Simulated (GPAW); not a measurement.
# I (Cmce) in GPAW: further runs

Runs on I. Level: PBE. Tasks: dielectric tensor.

All numbers are computed with GPAW 26.7.0; they aren't measurements. Logs are shortened: lines on timing, memory, paths and dates and some standing lists are left out, and cuts for length are marked. The log counts tension as positive stress, the text compression.

### Step 1. Starting point

The structure is orthorhombic, space group Cmce (No. 64). The conventional cell has a = 7.270 Å, b = 4.790 Å, c = 9.500 Å, α = 90.00°, β = 90.00°, γ = 90.00°. Around I (site symmetry m) lie 1 I at 2.62 Å.

### Step 2. Dielectric tensor, PBE

run.py

```python
import numpy as np
from ase import Atoms
from ase.dft.bandgap import bandgap
from ase.io import write
from gpaw import GPAW, PW
from gpaw.response.df import DielectricFunction

atoms = Atoms(['I', 'I', 'I', 'I'],
              cell=[[3.635035, -2.39502, 0.0],
                    [3.635035, 2.39502, 0.0],
                    [0.0, 0.0, 9.4996368]],
              scaled_positions=[[0.6493, 0.3507, 0.3844],
                                [0.1493, 0.8507, 0.1156],
                                [0.3507, 0.6493, 0.6156],
                                [0.8507, 0.1493, 0.8844]],
              pbc=True)

calc = GPAW(mode=PW(400),
            xc='PBE',
            kpts={'size': (6, 6, 3), 'gamma': True},
            occupations={'name': 'fermi-dirac', 'width': 0.001},
            nbands=26,
            convergence={'density': 1e-06},
            maxiter=150,
            txt='gpaw.txt')
atoms.calc = calc
energy = atoms.get_potential_energy()
calc.write('gs.gpw')
write('result.traj', atoms)
print(f'Energy: {energy:.6f} eV')
print('Fermi level:', round(calc.get_fermi_level(), 4), 'eV')
print(f'Gap: {bandgap(calc)[0]:.4f} eV, direct: {bandgap(calc, direct=True)[0]:.4f} eV')

for size in [(8, 8, 4)]:
    name = 'x'.join(str(n) for n in size)
    dense = calc.fixed_density(kpts={'size': size, 'gamma': True},
                               nbands=60, convergence={'bands': 54, 'eigenstates': 1e-7},
                               update_fermi_level=True, txt=f'dense-{name}.txt')
    dense.write(f'{name}.gpw', mode='all')
    df = DielectricFunction(f'{name}.gpw', frequencies=np.array([0.0]), hilbert=False, eta=0.001,
                            ecut=80, nbands=54, intraband=False, txt=f'df-{name}.txt')
    for xc in ['RPA']:
        for direction in ['x', 'y', 'z', [0, 1, 1], [1, 0, 1], [1, 1, 0]]:
            e0, e = df.get_macroscopic_dielectric_constant(xc=xc, direction=direction)
            print(f'{name} {xc} {direction}: {e0:.4f} without, {e:.4f} with local fields')
```

Potentials or basis: GPAW PAW data sets (gpaw-data 1.2.1), pw.

On the command line:

```bash
> OMP_NUM_THREADS=1 python run.py
```

gpaw.txt:

```text
__  _  _
 | _ |_)|_||  |
 |__||  | ||/\| - 26.7.0

Input parameters:
  mode=PW(ecut=400.0),
  convergence={'density': 1e-06},
  kpts=MonkhorstPack(size=(6, 6, 3), gamma=True),
  maxiter=150,
  nbands=26,
  occupations=Occupations(name='fermi-dirac', width=0.001),
  xc=XC(name='PBE')

Diagonalizing LCAO Hamiltonian
Converting LCAO to pw mode

       I

         I

        I

          I

Atoms  # Å, Bohr magnetons
|   | symbol |        x |         y |        z |    initial magnetic moments |
|---|--------|----------|-----------|----------|-----------------------------|
| 0 |      I | 3.635035 | -0.715153 | 3.651660 | ( 0.0000,  0.0000,  0.0000) |
| 1 |      I | 3.635035 |  1.679867 | 1.098158 | ( 0.0000,  0.0000,  0.0000) |
| 2 |      I | 3.635035 |  0.715153 | 5.847976 | ( 0.0000,  0.0000,  0.0000) |
| 3 |      I | 3.635035 | -1.679867 | 8.401479 | ( 0.0000,  0.0000,  0.0000) |

Unit cell  # Å
| periodic |        x |         y |        z |  lengths |    angles |
|----------|----------|-----------|----------|----------|-----------|
|      yes | 3.635035 | -2.395020 | 0.000000 | 4.353114 | 90.000000 |
|      yes | 3.635035 |  2.395020 | 0.000000 | 4.353114 | 90.000000 |
|      yes | 0.000000 |  0.000000 | 9.499637 | 9.499637 | 66.759476 |

Number of symmetries: 4
Symmetry operations  # r_c * U_cc + t_c -> r_c
|   | kind |            matrix            |
|---|------|------------------------------|
| 0 |  E   |  1, 0, 0,  0, 1, 0,  0, 0, 1 |
| 1 |  C2  |  0, 1, 0,  1, 0, 0,  0, 0,-1 |
| 2 |  σ   |  0,-1, 0, -1, 0, 0,  0, 0, 1 |
| 3 |  i   | -1, 0, 0,  0,-1, 0,  0, 0,-1 |

BZ-sampling:
  Number of BZ points: 108
  Number of IBZ points: 34

  Monkhorst-Pack size: [6, 6, 3]
  Monkhorst-Pack shift: [0.08333333333333333, 0.08333333333333333, 0.0]

K-points  # in reciprocal-cell coordinates
|     |                                coordinates |     weight |
|-----|--------------------------------------------|------------|
|   0 | (  0.00000000,   0.00000000,   0.00000000) | 0.00925926 |
|   1 | (  0.00000000,   0.00000000,   0.33333333) | 0.01851852 |
|   2 | (  0.16666667,  -0.16666667,  -0.33333333) | 0.01851852 |
|   3 | (  0.16666667,  -0.16666667,   0.00000000) | 0.01851852 |
|   4 | (  0.16666667,  -0.16666667,   0.33333333) | 0.01851852 |
|   5 | (  0.16666667,   0.00000000,  -0.33333333) | 0.03703704 |
|   6 | (  0.16666667,   0.00000000,   0.00000000) | 0.03703704 |
|   7 | (  0.16666667,   0.00000000,   0.33333333) | 0.03703704 |
|   8 | (  0.16666667,   0.16666667,   0.00000000) | 0.01851852 |
|   9 | (  0.16666667,   0.16666667,   0.33333333) | 0.03703704 |
| ... |                                            |            |
|  33 | (  0.50000000,   0.50000000,   0.33333333) | 0.01851852 |

Plane wave coefficients: 3034
Cutoff: 400.0 eV

Spin-components: 1 (collinear spins)
Bands:           26
Projectors:      20
Spin-degeneracy: 2
Datatype:        complex128

Parallelization:
  kpt:    1
  domain: 1
  band:   1

Density:
  Valence electrons: 28.0
  Components: 1
  Grid points: [21 21 45]
  Charge: 0.0  # |e|

Potential:
  Grid points: [21 21 45]

species:
  I:
    name:    Iodine
    Z:       53.0
    valence: 7
    core:    46
    charge:  0.0  # [|e|]
    compensation charges:
      type: gauss
      rc: 0.37  # [Å]
      lmax: 2
    cutoffs:
      filter: 2.06  # [Å]
      core: 2.90  # [Å]
    projectors
    | kind |    occ | energy [eV] | rcut [Å] |
    |------|--------|-------------|----------|
    |   5s |  2.000 |     -17.382 |    1.164 |
    |   5p |  5.000 |      -7.088 |    1.164 |
    |    s |        |       9.829 |    1.164 |
    |    p |        |      20.123 |    1.164 |
    |    d |        |       0.000 |    1.164 |

    Using partial waves for I as LCAO basis

Reference energy: -774163.182665  # eV

eigensolver:
  PPCG
  Converge bands: occupied
  niter=2

density mixing:
  MSR1-Mixer
  Pratt-step length: 0.05
  Maximum mixing coefficient: 0.75
  Old densities: 10
  SVD Regularization: 0.005
  Good broyden scale: 1.0
  Trust region scale: 1.0
  Backstep threshold: 4.0
  History deletion threshold: 6.0
  Fourier metric: weight=20.0, sigma=0.015

occupation numbers:
  Fermi-Dirac:
    width: 0.0010  # eV

poisson solver:
  ecut: 3200.0  # eV

xc functional:
  name: PBE with 2 nearest neighbor stencil

convergence criteria:
- Maximum integral of absolute [dens]ity change: 1e-06 electrons / valence electron
- Maximum [total energy] change in last 3 cyles: 0.0005 eV / valence electron
- Maximum integral of absolute [eigenst]ate change: 4e-08 eV^2 / valence electron
maximum number of iterations: 150

SCF iterations
|iter     | |      energy | eigst |  dens |
|---------|-|-------------|-------|-------|
|iter:   1| |   -5.811857 | -0.76 |       |
|iter:   2| |   -5.782884 | -2.74 | -1.15 |
|iter:   3| |   -5.563134 | -2.45 | -1.18 |
|iter:   4| |   -5.553437 | -3.52 | -1.74 |
|iter:   5| |   -5.553494c| -4.74 | -2.46 |
|iter:   6| |   -5.553525c| -5.95 | -3.07 |
|iter:   7| |   -5.553530c| -6.88 | -3.54 |
|iter:   8| |   -5.553529c| -7.78c| -4.00 |
|iter:   9| |   -5.553529c| -7.71c| -4.45 |
|iter:  10| |   -5.553529c| -8.29c| -4.94 |
|iter:  11| |   -5.553529c| -9.25c| -5.75 |
|iter:  12| |   -5.553529c| -9.74c| -6.41c|

Converged in 12 steps
Energy contributions relative to reference atoms: (reference = -774163.182665)

Energy contributions:
  Kinetic:          23.816011
  Coulomb:         -20.247906
  Zero:             -0.034421
  External:          0.000000
  Xc:               -9.087213
  Entropy:          -0.000000
  Spinorbit:         0.000000
  ----------------------------
  Free energy:      -5.553529
  Extrapolated:     -5.553529

dipole moment: (0.000127, 0.000000, 0.000166)  # |e|*Ang

Fermi level: 3.778
Eigenvalues  # (at kpt = [0.000, 0.000, 0.000])
| band index |      eig [eV] | occ [0-2] |
|------------|---------------|-----------|
|          0 |       -11.114 |     2.000 |
|        ... |               |           |
|          6 |         0.760 |     2.000 |
|          7 |         0.866 |     2.000 |
|          8 |         1.306 |     2.000 |
|          9 |         1.452 |     2.000 |
|         10 |         1.546 |     2.000 |
|         11 |         2.178 |     2.000 |
[... 8 lines left out ...]
|         20 |        10.172 |     0.000 |
|         21 |        10.217 |     0.000 |
|        ... |               |           |
|         25 |        11.421 |     0.000 |

Gap: 1.524 eV
Transition (v -> c):
  (s=0, k=0, n=13, [0.00, 0.00, 0.00]) -> (s=0, k=33, n=14, [0.50, 0.50, 0.33])
Direct/indirect transitions are different
Direct gap: 1.701 eV
Transition at: (s=0, k=0, n=13, [0.00, 0.00, 0.00])
# Writing to gs.gpw (mode='')
```

It took 4.7 min on 1 thread of AMD EPYC 7R43 (Zen 3), shared host; peak memory 0.61 GiB.

What came out:

```
Free energy                             : -5.5535 eV
Band gap on the k mesh                  : 1.52 eV, indirect (least direct gap 1.70 eV)
Electronic dielectric tensor (diagonal) : 3.08, 6.68, 11.64
```

Electronic dielectric tensor:
```
 3.08  0.00  0.00
 0.00  6.68  0.00
 0.00  0.00 11.64
```

Caveat: the long-wavelength limit can be off by a per cent or two; spin-orbit coupling is left out, which moves the levels of the heavy elements.

### Step 3. Dielectric tensor, PBE

This run uses another cell than the first one, of 41.99 Å³/atom, 1.015 times its volume.

Edit run.py of step 2 so:

```diff
@@ -10,3 +10,3 @@
                     [3.635035, 2.39502, 0.0],
-                    [0.0, 0.0, 9.4996368]],
+                    [0.0, 0.0, 9.6465384]],
               scaled_positions=[[0.6493, 0.3507, 0.3844],
```

Potentials or basis: GPAW PAW data sets (gpaw-data 1.2.1), pw.

On the command line:

```bash
> OMP_NUM_THREADS=1 python run.py
```

gpaw.txt:

```text
__  _  _
 | _ |_)|_||  |
 |__||  | ||/\| - 26.7.0

Input parameters:
  mode=PW(ecut=400.0),
  convergence={'density': 1e-06},
  kpts=MonkhorstPack(size=(6, 6, 3), gamma=True),
  maxiter=150,
  nbands=26,
  occupations=Occupations(name='fermi-dirac', width=0.001),
  xc=XC(name='PBE')

Diagonalizing LCAO Hamiltonian
Converting LCAO to pw mode

       I

         I

        I

          I

Atoms  # Å, Bohr magnetons
|   | symbol |        x |         y |        z |    initial magnetic moments |
|---|--------|----------|-----------|----------|-----------------------------|
| 0 |      I | 3.635035 | -0.715153 | 3.708129 | ( 0.0000,  0.0000,  0.0000) |
| 1 |      I | 3.635035 |  1.679867 | 1.115140 | ( 0.0000,  0.0000,  0.0000) |
| 2 |      I | 3.635035 |  0.715153 | 5.938409 | ( 0.0000,  0.0000,  0.0000) |
| 3 |      I | 3.635035 | -1.679867 | 8.531399 | ( 0.0000,  0.0000,  0.0000) |

Unit cell  # Å
| periodic |        x |         y |        z |  lengths |    angles |
|----------|----------|-----------|----------|----------|-----------|
|      yes | 3.635035 | -2.395020 | 0.000000 | 4.353114 | 90.000000 |
|      yes | 3.635035 |  2.395020 | 0.000000 | 4.353114 | 90.000000 |
|      yes | 0.000000 |  0.000000 | 9.646538 | 9.646538 | 66.759476 |

Number of symmetries: 4
Symmetry operations  # r_c * U_cc + t_c -> r_c
|   | kind |            matrix            |
|---|------|------------------------------|
| 0 |  E   |  1, 0, 0,  0, 1, 0,  0, 0, 1 |
[... 92 lines left out ...]
  Fourier metric: weight=20.0, sigma=0.015

occupation numbers:
  Fermi-Dirac:
    width: 0.0010  # eV

poisson solver:
  ecut: 3200.0  # eV

xc functional:
  name: PBE with 2 nearest neighbor stencil

convergence criteria:
- Maximum integral of absolute [dens]ity change: 1e-06 electrons / valence electron
- Maximum [total energy] change in last 3 cyles: 0.0005 eV / valence electron
- Maximum integral of absolute [eigenst]ate change: 4e-08 eV^2 / valence electron
maximum number of iterations: 150

SCF iterations
|iter     | |      energy | eigst |  dens |
|---------|-|-------------|-------|-------|
|iter:   1| |   -5.915118 | -0.79 |       |
|iter:   2| |   -5.884562 | -2.77 | -1.15 |
|iter:   3| |   -5.657031 | -2.43 | -1.18 |
|iter:   4| |   -5.647234 | -3.52 | -1.74 |
|iter:   5| |   -5.647283c| -4.76 | -2.45 |
|iter:   6| |   -5.647323c| -5.89 | -3.07 |
|iter:   7| |   -5.647311c| -6.57 | -3.37 |
|iter:   8| |   -5.647310c| -7.46c| -3.76 |
|iter:   9| |   -5.647311c| -7.73c| -4.44 |
|iter:  10| |   -5.647311c| -8.21c| -4.90 |
|iter:  11| |   -5.647311c| -9.15c| -5.74 |
|iter:  12| |   -5.647311c| -9.63c| -6.40c|

Converged in 12 steps
Energy contributions relative to reference atoms: (reference = -774163.182665)

Energy contributions:
  Kinetic:          19.282995
  Coulomb:         -16.459272
  Zero:             -0.030510
  External:          0.000000
  Xc:               -8.440524
  Entropy:          -0.000000
  Spinorbit:         0.000000
  ----------------------------
  Free energy:      -5.647311
  Extrapolated:     -5.647311

dipole moment: (0.000127, 0.000000, 0.000169)  # |e|*Ang

Fermi level: 3.535
Eigenvalues  # (at kpt = [0.000, 0.000, 0.000])
| band index |      eig [eV] | occ [0-2] |
|------------|---------------|-----------|
|          0 |       -11.136 |     2.000 |
|        ... |               |           |
|          6 |         0.698 |     2.000 |
|          7 |         0.784 |     2.000 |
|          8 |         1.234 |     2.000 |
|          9 |         1.369 |     2.000 |
|         10 |         1.425 |     2.000 |
|         11 |         2.025 |     2.000 |
[... 8 lines left out ...]
|         20 |        10.029 |     0.000 |
|         21 |        10.075 |     0.000 |
|        ... |               |           |
|         25 |        11.305 |     0.000 |

Gap: 1.424 eV
Transition (v -> c):
  (s=0, k=0, n=13, [0.00, 0.00, 0.00]) -> (s=0, k=33, n=14, [0.50, 0.50, 0.33])
Direct/indirect transitions are different
Direct gap: 1.542 eV
Transition at: (s=0, k=0, n=13, [0.00, 0.00, 0.00])
# Writing to gs.gpw (mode='')
```

df-8x8x4.txt:

```text
FrequencyGridDescriptor(from 0.000 to 0.000 eV, 1 points)
FrequencyGridDescriptor(from 0.000 to 0.000 eV, 1 points)

Calculating chi0 body with:
    Ground state adapter containing:
    Number of spins: 1
    Number of kpoints: 256
    Number of irreducible kpoints: 78
    Number of completely occupied states: 14
    Number of partially occupied states: 14

    Linear response parametrization:
    q_c: [0.0, 0.0, 0.0]
    Number of frequency points: 1
    Planewave cutoff: 80.0
    Number of bands: 54
    Number of planewaves: 281
    Broadening (eta): 0.001

Integrating chi0 body.

Symmetries of q_c:
    Direct symmetries (Uq -> q): 4
    Indirect symmetries (TUq -> q): 0
In total 4 allowed symmetries.

Integral kind: response function

Calculating chi0 optical extensions with:
    Ground state adapter containing:
    Number of spins: 1
    Number of kpoints: 256
    Number of irreducible kpoints: 78
    Number of completely occupied states: 14
    Number of partially occupied states: 14

    Linear response parametrization:
    Number of frequency points: 1
    Planewave cutoff: 80.0
    Number of bands: 54
    Number of planewaves: 281
    Broadening (eta): 0.001
Integrating chi0 head and wings.

Symmetries of q_c:
    Direct symmetries (Uq -> q): 4
    Indirect symmetries (TUq -> q): 0
In total 4 allowed symmetries.

Integral kind: response function wings

Finished calculating chi0
```

It took 4.8 min on 1 thread of AMD EPYC 7R43 (Zen 3), shared host; peak memory 0.6 GiB.

What came out:

* Free energy: -5.6473 eV
* Band gap on the k mesh: 1.42 eV, indirect (least direct gap 1.54 eV)
* Electronic dielectric tensor (diagonal): 3.06, 6.76, 12.20

Electronic dielectric tensor:
```
 3.06  0.00  0.00
 0.00  6.76  0.00
 0.00  0.00 12.20
```

Caveat: the long-wavelength limit can be off by a per cent or two; spin-orbit coupling is left out, which moves the levels of the heavy elements. A hybrid or GW would open this gap; PBE tends to underestimate it.

[end of part 1 of 3]
